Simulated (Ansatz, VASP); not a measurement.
Two plane-wave programs on AlRu

Contents of INCAR:

```
PREC     = Accurate       # precision mode
ENCUT    = 520            # plane-wave cutoff, eV
EDIFF    = 1E-6           # SCF threshold, eV
ISMEAR   = 0              # smearing method
SIGMA    = 0.15           # smearing width, eV
LREAL    = False          # projectors in reciprocal space
LASPH    = True           # aspherical terms in the spheres
NELM     = 80             # most SCF steps
ALGO     = Normal         # electronic algorithm
ISIF     = 2              # what is computed and relaxed
LWAVE    = False          # write WAVECAR
LCHARG   = False          # write CHGCAR
GGA      = PE             # functional
NBANDS   = 16             # bands
```

KPOINTS

```
Automatic mesh
0
Gamma
  16 16 16
```

The input POSCAR:

```
AlRu
1.0
    2.9467260000      0.0000000000      0.0000000000
    0.0000000000      2.9467260000      0.0000000000
    0.0000000000      0.0000000000      2.9467260000
Al Ru
1 1
Direct
    0.0000000000      0.0000000000      0.0000000000
    0.5000000000      0.5000000000      0.5000000000
```

Input for Ansatz:

```yaml
crystal:
  lattice:
    - [2.946726, 0.0, 0.0]
    - [0.0, 2.946726, 0.0]
    - [0.0, 0.0, 2.946726]
  atoms:
    - { symbol: Al, position: [0.0, 0.0, 0.0] }
    - { symbol: Ru, position: [0.5, 0.5, 0.5] }
basis:
  ecutwfc: 420
kpoints:
  mp_grid: { grid: [16, 16, 16] }
hamiltonian:
  xc: pbe
scf:
  occupations: { method: gaussian, width: 0.15 }
output:
  forces: true
  stress: true
  eigenvalues: true
```

Change from the starting cell: strain -0.015 along x and y, -0.015 along z, atoms carried along.

Alike in both runs: task single point; functional PBE; k mesh 16 × 16 × 16; occupations gaussian, width 0.15 eV; no spin polarisation.

```csv
,VASP,Ansatz
version,VASP 6.6.1,Ansatz 0.2.0
potentials or method,"VASP PAW PBE potentials, release 64 (Al, Ru_pv)","scalar-relativistic, plane waves, PAW"
plane-wave cutoff (eV),520,420
valence electrons in the cell,17,19
```

|  | VASP | Ansatz | Ansatz less VASP |
| --- | --- | --- | --- |
| gap on the k mesh at the Fermi level (eV) | none | none | - |
| pressure (GPa) | 13.4 | 13.4 | 0.00 |

A gap of «none» marks a metal or a gap that the smearing closes. The functional is the same, so the differences come from potentials, cutoffs and numerics. The two sets of potentials don't hold the same shells in valence.
